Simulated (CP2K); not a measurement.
# ZnO (zincite) (P6_3mc) in CP2K: notebook

One crystal, ZnO (zincite), is run at these levels: LDA, PBE, PBEsol; tasks: band structure.

All numbers are computed with CP2K 2026.2; they aren't measurements. Logs are shortened: lines on timing, memory, paths and dates and some standing lists are left out, and cuts for length are marked.

**What was measured.**

“Electronic structure of alkaline earth and post-transition metal oxides”, 2009, arxiv:0908.1581 quotes, for a bulk crystal of ZnO: band gap 3.37 eV.

How close the calculation comes is told below.

### Step 1. The crystal as given

The structure is hexagonal, space group P6_3mc (No. 186). The conventional cell has a = 3.249 Å, b = 3.249 Å, c = 5.206 Å, α = 90.00°, β = 90.00°, γ = 120.00°. Zn (site symmetry 3m) has 4 O at 1.97 to 1.98 Å as nearest neighbours. O (site symmetry 3m) has 4 Zn at 1.97 to 1.98 Å as nearest neighbours.

### Step 2. Band structure, LDA

Input file zno_bands.inp:

```
&GLOBAL
  PROJECT zno_bands
  RUN_TYPE ENERGY_FORCE
  PRINT_LEVEL LOW
&END GLOBAL
&FORCE_EVAL
  METHOD QS
  STRESS_TENSOR ANALYTICAL
  &DFT
    BASIS_SET_FILE_NAME BASIS_MOLOPT_UZH
    POTENTIAL_FILE_NAME GTH_POTENTIALS
    &MGRID
      CUTOFF 600
      REL_CUTOFF 60
      NGRIDS 4
    &END MGRID
    &QS
      METHOD GPW
      EPS_DEFAULT 1.0E-10
    &END QS
    &KPOINTS
      SCHEME MONKHORST-PACK 7 7 4
      GAMMA_CENTERED T
      SYMMETRY T
      SYMMETRY_BACKEND SPGLIB
    &END KPOINTS
    &SCF
      SCF_GUESS ATOMIC
      EPS_SCF 1.0E-6
      MAX_SCF 100
      ADDED_MOS 14
      CHOLESKY OFF
      EPS_EIGVAL 1.0E-7
      &DIAGONALIZATION ON
        ALGORITHM STANDARD
      &END DIAGONALIZATION
      &MIXING ON
        METHOD BROYDEN_MIXING
        ALPHA 0.4
        BETA 1.5
        NBUFFER 8
      &END MIXING
      &SMEAR ON
        METHOD FERMI_DIRAC
        ELECTRONIC_TEMPERATURE [K] 580.226
      &END SMEAR
    &END SCF
    &XC
      &XC_FUNCTIONAL
        &LDA_X
        &END LDA_X
        &LDA_C_PW
        &END LDA_C_PW
      &END XC_FUNCTIONAL
    &END XC
    &PRINT
      &KPOINTS ON
      &END KPOINTS
      &MULLIKEN ON
      &END MULLIKEN
      &MO ON
        ENERGIES T
        OCCUPATION_NUMBERS T
        &EACH
          QS_SCF 0
        &END EACH
        ADD_LAST NUMERIC
      &END MO
      &BAND_STRUCTURE
        FILE_NAME bands.bs
        ADDED_MOS 6
        &KPOINT_SET
          UNITS B_VECTOR
          NPOINTS 8
          SPECIAL_POINT GAMMA 0.00000000 0.00000000 0.00000000
          SPECIAL_POINT M 0.50000000 0.00000000 0.00000000
          SPECIAL_POINT K 0.33333333 0.33333333 0.00000000
          SPECIAL_POINT GAMMA 0.00000000 0.00000000 0.00000000
          SPECIAL_POINT A 0.00000000 0.00000000 0.50000000
          SPECIAL_POINT L 0.50000000 0.00000000 0.50000000
          SPECIAL_POINT H 0.33333333 0.33333333 0.50000000
          SPECIAL_POINT A 0.00000000 0.00000000 0.50000000
        &END KPOINT_SET
        &KPOINT_SET
          UNITS B_VECTOR
          NPOINTS 8
          SPECIAL_POINT L 0.50000000 0.00000000 0.50000000
          SPECIAL_POINT M 0.50000000 0.00000000 0.00000000
        &END KPOINT_SET
        &KPOINT_SET
          UNITS B_VECTOR
          NPOINTS 8
          SPECIAL_POINT K 0.33333333 0.33333333 0.00000000
          SPECIAL_POINT H 0.33333333 0.33333333 0.50000000
        &END KPOINT_SET
      &END BAND_STRUCTURE
    &END PRINT
  &END DFT
  &SUBSYS
    &CELL
      ABC 3.2493080000 3.2493080000 5.2057090000
      ALPHA_BETA_GAMMA 90.0000000000 90.0000000000 120.0000000002
      PERIODIC XYZ
    &END CELL
    &COORD
      Zn  1.6246540002 0.9379944241 0.0000000000
      Zn  -0.0000000002 1.8759888486 2.6028545000
      O   -0.0000000002 1.8759888486 4.5758702681
      O   1.6246540002 0.9379944241 1.9730157681
    &END COORD
    &KIND Zn
      BASIS_SET TZVP-MOLOPT-PBE-GTH-q12
      POTENTIAL GTH-PADE-q12
    &END KIND
    &KIND O
      BASIS_SET TZVP-MOLOPT-PBE-GTH-q6
      POTENTIAL GTH-PADE-q6
    &END KIND
    &PRINT
      &ATOMIC_COORDINATES ON
      &END ATOMIC_COORDINATES
      &CELL ON
      &END CELL
    &END PRINT
  &END SUBSYS
  &PRINT
    &FORCES ON
    &END FORCES
    &STRESS_TENSOR ON
    &END STRESS_TENSOR
  &END PRINT
&END FORCE_EVAL
```

Potentials or basis: GTH_POTENTIALS Zn GTH-PADE-q12, O GTH-PADE-q6; TZVP-MOLOPT-PBE-GTH basis.

Started as:

```console
$ OMP_NUM_THREADS=1 cp2k.psmp -i zno_bands.inp -o zno_bands.out
```

zno_bands.out:

```text

 CP2K| version string:                                       CP2K version 2026.2
 CP2K| Input file name                                             zno_bands.inp

 GLOBAL| Force Environment number                                              1
 GLOBAL| Basis set file name                                    BASIS_MOLOPT_UZH
 GLOBAL| Potential file name                                      GTH_POTENTIALS
 GLOBAL| MM Potential file name                                     MM_POTENTIAL
 GLOBAL| Coordinate file name                                      __STD_INPUT__
 GLOBAL| Method name                                                        CP2K
 GLOBAL| Project name                                                  zno_bands
 GLOBAL| Run type                                                   ENERGY_FORCE
 GLOBAL| FFT library                                                       FFTW3
[... 6 lines left out ...]
 GLOBAL| Total number of message passing processes                             1
 GLOBAL| Number of threads for this process                                    1
 GLOBAL| CPU model name                                                  UNKNOWN

 CELL| Volume [angstrom^3]:                                            47.598392
 CELL| Vector a [angstrom]:       3.249     0.000     0.000   |a| =     3.249308
 CELL| Vector b [angstrom]:      -1.625     2.814     0.000   |b| =     3.249308
 CELL| Vector c [angstrom]:       0.000     0.000     5.206   |c| =     5.205709
 CELL| Angle (b,c), alpha [degree]:                                    90.000000
 CELL| Angle (a,c), beta  [degree]:                                    90.000000
 CELL| Angle (a,b), gamma [degree]:                                   120.000000
 CELL| Numerically orthorhombic:                                              NO
 CELL| Periodicity                                                           XYZ

 CELL_REF| Volume [angstrom^3]:                                        47.598392
 CELL_REF| Vector a [angstrom     3.249     0.000     0.000   |a| =     3.249308
 CELL_REF| Vector b [angstrom    -1.625     2.814     0.000   |b| =     3.249308
 CELL_REF| Vector c [angstrom     0.000     0.000     5.206   |c| =     5.205709
 CELL_REF| Angle (b,c), alpha [degree]:                                90.000000
 CELL_REF| Angle (a,c), beta  [degree]:                                90.000000
 CELL_REF| Angle (a,b), gamma [degree]:                               120.000000
 CELL_REF| Numerically orthorhombic:                                          NO
 CELL_REF| Periodicity                                                       XYZ
[... 10 lines left out ...]

  Total number of            - Atomic kinds:                                   2
                             - Atoms:                                          4
                             - Shell sets:                                     4
                             - Shells:                                        34
                             - Primitive Cartesian functions:                 22
                             - Cartesian basis functions:                    116
                             - Spherical basis functions:                    102

  Maximum angular momentum of- Orbital basis functions:                        3
                             - Local part of the GTH pseudopotential:          2
                             - Non-local part of the GTH pseudopotential:      4

 MODULE QUICKSTEP: ATOMIC COORDINATES IN ANGSTROM

   Atom Kind Element         X             Y             Z       Z(eff)     Mass
      1    1 Zn   30      1.624654      0.937994      0.000000  12.0000  65.3800
      2    1 Zn   30     -0.000000      1.875989      2.602855  12.0000  65.3800
      3    2 O     8     -0.000000      1.875989      4.575870   6.0000  15.9994
      4    2 O     8      1.624654      0.937994      1.973016   6.0000  15.9994

 SCF PARAMETERS         Density guess:                                    ATOMIC
                        --------------------------------------------------------
                        max_scf:                                             100
[... 7 lines left out ...]
                        --------------------------------------------------------
                        level_shift [a.u.]:                             0.000000
                        added MOs                                        14    0
                        --------------------------------------------------------
                        Mixing method:                            BROYDEN_MIXING
[... 11 lines left out ...]
 *******************************************************************************
 BRILLOUIN| K-point scheme                                        Monkhorst-Pack
 BRILLOUIN| K-Point grid                                             7    7    4
 BRILLOUIN| Gamma-centered k-point mesh                                     ON
 BRILLOUIN| K-point symmetry accuracy                               0.100000E-05
 BRILLOUIN| K-Point point group symmetrization                                ON
[... 50 lines left out ...]
     7 Broy./Diag. 0.40E+00    5.7     0.00056802      -153.0702866283 -9.80E-03
     8 Broy./Diag. 0.40E+00    5.7     0.00043697      -153.0682460462  2.04E-03
     9 Broy./Diag. 0.40E+00    5.7     0.00016572      -153.0666094788  1.64E-03
    10 Broy./Diag. 0.40E+00    5.7     0.00004926      -153.0695141902 -2.90E-03
    11 Broy./Diag. 0.40E+00    5.7     0.00005822      -153.0695529416 -3.88E-05
    12 Broy./Diag. 0.40E+00    5.6     0.00000523      -153.0695928700 -3.99E-05
    13 Broy./Diag. 0.40E+00    5.8     0.00000284      -153.0695984502 -5.58E-06
    14 Broy./Diag. 0.40E+00    5.8     0.00000230      -153.0695935212  4.93E-06
    15 Broy./Diag. 0.40E+00    5.7     0.00000054      -153.0695918265  1.69E-06

  *** SCF run converged in    15 steps ***

  Electronic density on regular grids:        -35.9999999577        0.0000000423
  Core density on regular grids:               35.9999999974       -0.0000000026
  Total charge density on r-space grids:        0.0000000397
  Total charge density g-space grids:           0.0000000397

  Overlap energy of the core charge distribution:               0.00000000673595
  Self energy of the core charge distribution:               -241.32447355218918
  Core Hamiltonian energy:                                     74.08133567238384
  Hartree energy:                                              38.70756784790691
  Exchange-correlation energy:                                -24.53402130083231
  Electronic entropic energy:                                  -0.00000050052722
  Fermi energy:                                                 0.13403763553591

  Total energy:                                              -153.06959182652426
  Total energy (extrapolated to T->0):                       -153.06959157626065

 MO| EIGENVALUES AND OCCUPATION NUMBERS FOR K POINT 1
 MO|
 MO|  Index      Eigenvalue [a.u.]        Eigenvalue [eV]             Occupation
 MO|      1              -0.505768             -13.762649               2.000000
 MO|      2              -0.500668             -13.623872               2.000000
 MO|      3              -0.101387              -2.758885               2.000000
 MO|      4              -0.096028              -2.613063               2.000000
 MO|      5              -0.084021              -2.286321               2.000000
 MO|      6              -0.074283              -2.021346               2.000000
[... 176 lines left out ...]
 MO|     31               1.020599              27.771899               0.000000
 MO|     32               1.043492              28.394867               0.000000
 MO| Sum:                                                              36.000000
 MO| E(Fermi):            0.134038 a.u.          3.647350 eV
 MO| Band gap:            0.300741 a.u.          8.183569 eV

 MO| EIGENVALUES AND OCCUPATION NUMBERS FOR K POINT 6
 MO|
 MO|  Index      Eigenvalue [a.u.]        Eigenvalue [eV]             Occupation
 MO|      1              -0.502314             -13.668670               2.000000
 MO|      2              -0.502314             -13.668670               2.000000
 MO|      3              -0.097749              -2.659891               2.000000
 MO|      4              -0.097749              -2.659890               2.000000
 MO|      5              -0.083604              -2.274993               2.000000
 MO|      6              -0.083604              -2.274993               2.000000
[... 328 lines left out ...]
 MO|     31               1.029271              28.007879               0.000000
 MO|     32               1.071884              29.167450               0.000000
 MO| Sum:                                                              36.000000
 MO| E(Fermi):            0.134038 a.u.          3.647350 eV

 [... the levels of further k-points ...]

 !-----------------------------------------------------------------------------!
                     Mulliken Population Analysis

 #  Atom  Element  Kind  Atomic population                           Net charge
       1     Zn       1         11.246936                              0.753064
       2     Zn       1         11.246931                              0.753069
       3     O        2          6.753067                             -0.753067
       4     O        2          6.753066                             -0.753066
 # Total charge                             36.000000                  0.000000

 !-----------------------------------------------------------------------------!

 KPOINTS| Band Structure Calculation
 KPOINTS| Number of k-point sets                                               3
 KPOINTS| Number of added MOs/bands                                            6
 KPOINTS| Number of k-points in set    1                                      57
 KPOINTS| In units of b-vector [2pi/Bohr]
 KPOINTS| Special point     1       GAMMA     0.000000     0.000000     0.000000
 KPOINTS| Special point     2           M     0.500000     0.000000     0.000000
 KPOINTS| Special point     3           K     0.333333     0.333333     0.000000
 KPOINTS| Special point     4       GAMMA     0.000000     0.000000     0.000000
 KPOINTS| Special point     5           A     0.000000     0.000000     0.500000
 KPOINTS| Special point     6           L     0.500000     0.000000     0.500000
 KPOINTS| Special point     7           H     0.333333     0.333333     0.500000
 KPOINTS| Special point     8           A     0.000000     0.000000     0.500000
 KPOINTS| Number of k-points in set    2                                       9
 KPOINTS| In units of b-vector [2pi/Bohr]
 KPOINTS| Special point     1           L     0.500000     0.000000     0.500000
 KPOINTS| Special point     2           M     0.500000     0.000000     0.000000
 KPOINTS| Number of k-points in set    3                                       9
 KPOINTS| In units of b-vector [2pi/Bohr]
 KPOINTS| Special point     1           K     0.333333     0.333333     0.000000
 KPOINTS| Special point     2           H     0.333333     0.333333     0.500000

 ENERGY| Total FORCE_EVAL ( QS ) energy [hartree]           -153.069592181518800

 FORCES| Atomic forces [hartree/bohr]
 FORCES|   Atom     x               y               z               |f|
 FORCES|      1 -6.33326781E-10  1.35382590E-08 -1.02646161E-03   1.02646161E-03
 FORCES|      2 -2.07349187E-10 -1.29504596E-08 -1.02648632E-03   1.02648632E-03
 FORCES|      3 -2.02989717E-09  1.03866998E-08  7.57235677E-04   7.57235678E-04
 FORCES|      4  2.87023139E-09 -1.09745135E-08  7.57249373E-04   7.57249373E-04
 FORCES| Sum    -3.41754459E-13 -1.43192213E-14 -5.38462879E-04
 FORCES| Total atomic force                                       5.38462879E-04

 STRESS| Analytical stress tensor [bar]
 STRESS|                        x                   y                   z
 STRESS|      x       -6.08978662776E+04  -1.25000683254E-01  -2.12041346705E-03
 STRESS|      y       -1.25000683254E-01  -6.08982514760E+04   2.46822065209E-02
 STRESS|      z       -2.12041346705E-03   2.46822065209E-02  -4.31581129530E+04
 STRESS| 1/3 Trace                                            -5.49847435689E+04
 STRESS| Determinant                                          -1.60055037240E+14

 STRESS| Eigenvectors and eigenvalues of the analytical stress tensor [bar]
 STRESS|                        1                   2                   3
 STRESS| Eigenvalues  -6.08982884843E+04  -6.08978292693E+04  -4.31581129530E+04
 STRESS|      x           0.283884573258      0.958858461435     -0.000000119539
 STRESS|      y           0.958858461434     -0.283884573258      0.000001391321
 STRESS|      z          -0.000001300144      0.000000509595      0.999999999999
```

It took 1.8 min on 1 thread of Arm Neoverse V2, shared host; peak memory 0.56 GiB.

Results:

| Property | Result |
| --- | --- |
| Free energy | -4165.2354 eV |
| Pressure | -5.5 GPa |
| Largest force | 0.053 eV/Å |
| Band gap on the k mesh | 0.70 eV, direct |
| Band gap along the path | 0.70 eV, direct |
| Mulliken charges | Zn +0.75; O -0.75 e |

Forces in eV/Å, atoms in the order of the input:
```
Zn   0.000  0.000 -0.053
Zn   0.000  0.000 -0.053
O    0.000  0.000  0.039
O    0.000  0.000  0.039
```

Levels at the corners of the path, in eV from the valence-band top:
```csv
point,band 14,band 15,band 16,band 17,band 18,band 19,band 20,band 21,band 22,band 23
Γ,-0.84,-0.84,-0.07,0.00,0.00,0.70,5.03,8.14,12.81,12.81
M,-3.62,-2.91,-2.34,-1.32,-0.85,5.63,6.75,7.57,8.35,10.56
K,-3.60,-3.60,-1.97,-1.97,-1.76,7.54,7.54,7.64,8.05,10.76
Γ,-0.84,-0.84,-0.07,0.00,0.00,0.70,5.03,8.14,12.81,12.81
A,-2.29,-0.41,-0.41,-0.41,-0.41,3.36,3.36,10.00,10.00,13.12
L,-3.86,-1.55,-1.55,-1.39,-1.39,5.58,5.58,8.28,8.28,11.39
H,-3.80,-2.76,-2.76,-1.26,-1.26,7.86,7.86,7.92,7.92,8.68
A,-2.29,-0.41,-0.41,-0.41,-0.41,3.36,3.36,10.00,10.00,13.12
L,-3.86,-1.55,-1.55,-1.39,-1.39,5.58,5.58,8.28,8.28,11.39
M,-3.62,-2.91,-2.34,-1.32,-0.85,5.63,6.75,7.57,8.35,10.56
K,-3.60,-3.60,-1.97,-1.97,-1.76,7.54,7.54,7.64,8.05,10.76
H,-3.80,-2.76,-2.76,-1.26,-1.26,7.86,7.86,7.92,7.92,8.68
```

Caveat: Mulliken charges move with the basis; the basis of atomic orbitals isn't converged, which shifts pressures, moduli and gaps.

(Continued in part 2 of 3.)
